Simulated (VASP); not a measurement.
# W (Fm-3m) in VASP: a series of runs

One crystal, W, is run at these levels: LDA, PBE; tasks: relaxation of cell and atoms.

Everything below comes from runs of VASP 6.6.1. Logs are shortened: lines on timing, memory, paths and dates and some standing lists are left out, and cuts for length are marked.

## Step 1: The structure

Symmetry: Fm-3m, No. 225, cubic system. The conventional cell has a = 4.060 Å, b = 4.060 Å, c = 4.060 Å, α = 90.00°, β = 90.00°, γ = 90.00°. W (site symmetry m-3m) has 12 W at 2.87 Å as nearest neighbours.

This isn't the form of W at room conditions, which is bcc.

## Step 2: Relaxation of cell and atoms, LDA

INCAR reads:

```
SYSTEM = W
  ALGO = Normal
  EDIFF = 1E-7
  EDIFFG = -0.01
  ENCUT = 600
  IBRION = 2
  ISIF = 3
  ISMEAR = -1
  LASPH = .True.
  LCHARG = .False.
  LREAL = .False.
  LWAVE = .False.
  NELM = 100
  NSW = 60
  PREC = Accurate
  SIGMA = 0.05
```

KPOINTS reads:

```
k-points
0
Gamma
  11 11 11
  0 0 0
```

POSCAR reads:

```
W
1.0
    0.0000000000      2.0300000000      2.0300000000
    2.0300000000      0.0000000000      2.0300000000
    2.0300000000      2.0300000000      0.0000000000
W
1
Direct
    0.0000000000      0.0000000000      0.0000000000
```

Potentials or basis: VASP PAW LDA potentials, release 64 (W_sv).

The run is started by

```sh
$ cat potpaw_LDA.64/W_sv/POTCAR > POTCAR
$ mpirun -np 1 vasp_std > vasp.out
```

OUTCAR:

```text
SYSTEM = W
   EDIFF = 1E-7
   EDIFFG = -0.01
   ENCUT = 600
   IBRION = 2
   ISIF = 3
   ISMEAR = -1
   LASPH = .True.
   LREAL = .False.
   NELM = 100
   NSW = 60
   PREC = Accurate

 ion  position               nearest neighbor table
   1  0.000  0.000  0.000-

  LATTYP: Found a face centered cubic cell.
 ALAT       =     4.0600000000

  Lattice vectors:

 A1 = (   0.0000000000,   2.0300000000,   2.0300000000)
 A2 = (   2.0300000000,   0.0000000000,   2.0300000000)
 A3 = (   2.0300000000,   2.0300000000,   0.0000000000)

Analysis of symmetry for initial positions (statically):
=====================================================================
 Subroutine PRICEL returns:
 Original cell was already a primitive cell.

 Routine SETGRP: Setting up the symmetry group for a
 face centered cubic supercell.

 Subroutine GETGRP returns: Found 48 space group operations
 (whereof 48 operations were pure point group operations)
 out of a pool of 48 trial point group operations.

The static configuration has the point symmetry O_h .

Analysis of symmetry for dynamics (positions and initial velocities):
=====================================================================
 Subroutine PRICEL returns:
 Original cell was already a primitive cell.

 Routine SETGRP: Setting up the symmetry group for a
 face centered cubic supercell.

 Subroutine GETGRP returns: Found 48 space group operations
 (whereof 48 operations were pure point group operations)
 out of a pool of 48 trial point group operations.

The dynamic configuration has the point symmetry O_h .

 Subroutine INISYM returns: Found 48 space group operations
 (whereof 48 operations are pure point group operations),
 and found     1 'primitive' translations

----------------------------------------------------------------------------------------

                                     Primitive cell

  volume of cell :      16.7309

  direct lattice vectors                    reciprocal lattice vectors
     0.000000000  2.030000000  2.030000000    -0.246305419  0.246305419  0.246305419
     2.030000000  0.000000000  2.030000000     0.246305419 -0.246305419  0.246305419
     2.030000000  2.030000000  0.000000000     0.246305419  0.246305419 -0.246305419

  length of vectors
     2.870853532  2.870853532  2.870853532     0.426613499  0.426613499  0.426613499

  position of ions in fractional coordinates (direct lattice)
[... 97 lines left out ...]
     AMIX_MAG =   1.60;   BMIX_MAG =  1.00
  volume/ion in A,a.u.               =      16.73       112.91
  Fermi-wavevector in a.u.,A,eV,Ry     =   1.542688  2.915258 32.380324  2.379887
  Thomas-Fermi vector in A             =   2.648457
   LORBIT       =      0    0 simple, 1 ext, 2 COOP (PROOUT), +10 PAW based schemes
   GGA     = CA    functional components
   LHFCALC =     F    Hartree Fock is set to
   AEXX    =    0.0000 exact exchange contribution
   IVDW    =     0    specifies the selected vdW correction
   LEPSILON=     F    determine dielectric tensor
   LRPA    =     F    only Hartree local field effects (RPA)
 conjugate gradient relaxation of ions
 non-spin polarized calculation
  energy-cutoff  :      600.00
  volume of cell :       16.73
 maximum number of plane-waves:       568
   NGX = 11   NGY = 11   NGZ = 11

--------------------------------------- Ionic step        1  -------------------------------------------

 number of electron      14.0000002 magnetization

 Free energy of the ion-electron system (eV)
  ---------------------------------------------------
  ext. energy  EPLUGINS =         0.00000000
  ---------------------------------------------------
  free energy    TOTEN  =       -13.57305107 eV

  energy without entropy =      -13.56436622  energy(sigma->0) =      -13.56870864

------------------------ aborting loop because EDIFF is reached ----------------------------------------

  FORCE on cell =-STRESS in cart. coord.  units (eV):
  Direction    XX          YY          ZZ          XY          YZ          ZX
  --------------------------------------------------------------------------------------
  -------------------------------------------------------------------------------------
  Total       -1.6884420     -1.6884420     -1.6884420      0.0000000     -0.0000000      0.0000000
  in kB     -161.6883099   -161.6883099   -161.6883099      0.0000000     -0.0000000      0.0000000
  external PRESSURE =    -161.6883099 kB  Pullay stress =       0.0000000 kB
[... 127 lines left out ...]
--------------------------------------- Ionic step        5  -------------------------------------------

 number of electron      13.9999999 magnetization

 Free energy of the ion-electron system (eV)
  ---------------------------------------------------
  ext. energy  EPLUGINS =         0.00000000
  ---------------------------------------------------
  free energy    TOTEN  =       -13.62167619 eV

  energy without entropy =      -13.61301724  energy(sigma->0) =      -13.61734672

 E-fermi :  10.8258     XC(G=0): -13.8362

 val. band max:       10.7596369241   @ k =  -0.2727   0.0909   0.0000
 cond. band min:      10.8462391825   @ k =   0.1818   0.0909   0.0000
 fundamental gap:      0.0866022584
 Fermi energy:        10.8258367939

 k-point     1 :       0.0000    0.0000    0.0000
  band No.  band energies     occupation
      1     -62.2971      2.00000
      2     -26.1200      2.00000
      3     -26.1200      2.00000
      4     -26.1200      2.00000
      5       1.7898      2.00000
      6      10.2402      1.99998
      7      10.2402      1.99998
      8      10.2402      1.99998
      9      13.4964      0.00000
     10      13.4964      0.00000
     11      23.8035      0.00000
[... 309 lines left out ...]
 k-point    24 :      -0.1818    0.1818    0.0000
  band No.  band energies     occupation
      1     -62.2111      2.00000
      2     -26.8640      2.00000
      3     -26.4325      2.00000
      4     -26.2085      2.00000
      5       5.0730      2.00000
      6       8.6787      2.00000
      7      10.1494      2.00000
      8      11.7894      0.00000
      9      11.8891      0.00000
     10      15.5889      0.00000
     11      25.5584      0.00000

 [... further k-points ...]

------------------------ aborting loop because EDIFF is reached ----------------------------------------

  FORCE on cell =-STRESS in cart. coord.  units (eV):
  Direction    XX          YY          ZZ          XY          YZ          ZX
  --------------------------------------------------------------------------------------
  -------------------------------------------------------------------------------------
  Total        0.0062731      0.0062731      0.0062731     -0.0000000     -0.0000000      0.0000000
  in kB        0.6357832      0.6357832      0.6357832     -0.0000000     -0.0000000      0.0000000
  external PRESSURE =       0.6357832 kB  Pullay stress =       0.0000000 kB
[... 16 lines left out ...]
  FREE ENERGIE OF THE ION-ELECTRON SYSTEM (eV)
  ---------------------------------------------------
  free  energy   TOTEN  =       -13.6216761879 eV

  energy  without entropy=      -13.6130172449  energy(sigma->0) =      -13.61734672

 reached required accuracy - stopping structural energy minimisation
```

OSZICAR:

```text
N       E                     dE             d eps       ncg     rms          rms(c)
DAV:   1     0.814659921214E+02    0.81466E+02   -0.86625E+03  1232   0.158E+03
DAV:   2    -0.124803403179E+02   -0.93946E+02   -0.91651E+02  1349   0.352E+02
[... 40 lines left out ...]
   4 F= -.13621664E+02 E0= -.13617340E+02  d E =-.486130E-01
       N       E                     dE             d eps       ncg     rms          rms(c)
DAV:   1    -0.136218463841E+02   -0.18235E-03   -0.40127E-03  1268   0.100E+00    0.167E-01
DAV:   2    -0.136217005137E+02    0.14587E-03   -0.21935E-04  1271   0.204E-01    0.372E-02
DAV:   3    -0.136216760484E+02    0.24465E-04   -0.67007E-05  1289   0.110E-01    0.295E-02
DAV:   4    -0.136216762192E+02   -0.17085E-06   -0.16741E-06  1277   0.176E-02    0.355E-03
DAV:   5    -0.136216761879E+02    0.31305E-07   -0.11789E-07   764   0.457E-03
   5 F= -.13621676E+02 E0= -.13617347E+02  d E =-.486251E-01
```

CONTCAR:

```text
W
   1.00000000000000
     0.0000000000000000    1.9919795163900600    1.9919795163900600
     1.9919795163900600   -0.0000000000000000    1.9919795163900600
     1.9919795163900600    1.9919795163900600    0.0000000000000000
  W
     1
Direct
     0.0000000000000000    0.0000000000000000    0.0000000000000000

  0.00000000E+00  0.00000000E+00  0.00000000E+00
```

Run time: 16 s. Hardware: 1 thread of Intel Xeon Platinum 8488C (Sapphire Rapids), shared host; peak memory 0.15 GiB.

What came out:

```yaml
Free_energy: -13.6217 eV
Relaxed_volume: 15.81 Å³/atom
Relaxed_cell: a = 2.817 Å, b = 2.817 Å, c = 2.817 Å, α = 60.00°, β = 60.00°, γ = 60.00°
Space_group_after_relaxing_to_0.05_Å: Fm-3m (No. 225)
Energy_gained_by_relaxing: 48.6 meV/atom
Ionic_steps: 5
Pressure_after_relaxing: 0.1 GPa
Band_gap_on_the_k_mesh: none (metal or under the smearing width)
```

Step by step:
```csv
step,energy change (eV),largest force (eV/Å),pressure (GPa),volume (Å³)
1,0.0000,0.0000,-16.17,16.73
2,0.6482,0.0000,91.63,12.97
3,-0.0482,0.0000,-1.64,15.89
4,-0.0486,0.0000,-0.29,15.83
5,-0.0486,0.0000,0.06,15.81
```

Final structure:
```
W
1.0
     0.00000    1.99198    1.99198
     1.99198    0.00000    1.99198
     1.99198    1.99198    0.00000
W
1
Direct
  0.00000 0.00000 0.00000
```

The run has no spin-orbit coupling, so splittings on W are missing. LDA usually gives volumes a few per cent too small.

## Step 3: Relaxation of cell and atoms, PBE

Changes to INCAR since step 2:

```diff
@@ -5,2 +5,3 @@
   ENCUT = 600
+  GGA = PE
   IBRION = 2
```

KPOINTS is that of step 2.

POSCAR is that of step 2.

Potentials or basis: VASP PAW PBE potentials, release 64 (W_sv).

The run is started by

```sh
$ cat potpaw_PBE.64/W_sv/POTCAR > POTCAR
$ mpirun -np 1 vasp_std > vasp.out
```

It took 16 s on 1 thread of Intel Xeon Platinum 8488C (Sapphire Rapids), shared host; peak memory 0.15 GiB.

Results (log left out):

| Item | Value |
| --- | --- |
| Free energy | -12.4853 eV |
| Relaxed volume | 16.47 Å³/atom |
| Relaxed cell | a = 2.856 Å, b = 2.856 Å, c = 2.856 Å, α = 60.00°, β = 60.00°, γ = 60.00° |
| Space group after relaxing (to 0.05 Å) | Fm-3m (No. 225) |
| Energy gained by relaxing | 3.6 meV/atom |
| Ionic steps | 4 |
| Pressure after relaxing | 0.0 GPa |
| Band gap on the k mesh | none (metal or under the smearing width) |

Step by step:
```
step  energy change (eV)  largest force (eV/Å)  pressure (GPa)  volume (Å³)
   1              0.0000                0.0000           -4.39        16.73
   2              0.0383                0.0000           16.97        15.65
   3             -0.0036                0.0000           -0.10        16.48
   4             -0.0036                0.0000           -0.01        16.47
```

Final structure:
```yaml
crystal:
  lattice:
    - [0.00000, 2.01957, 2.01957]
    - [2.01957, 0.00000, 2.01957]
    - [2.01957, 2.01957, 0.00000]
  atoms:
    - { symbol: W, position: [0.00000, 0.00000, 0.00000] }
```

Levels at points of the mesh, in eV from the Fermi level:
| k point | band 3 | band 4 | band 5 | band 6 | band 7 | band 8 | band 9 | band 10 | band 11 |
| --- | --- | --- | --- | --- | --- | --- | --- | --- | --- |
| (0.00, 0.00, 0.00) | -37.32 | -37.32 | -8.97 | -0.55 | -0.55 | -0.55 | 2.55 | 2.55 | 12.78 |

Spin-orbit coupling is left out, which matters for the levels of W.
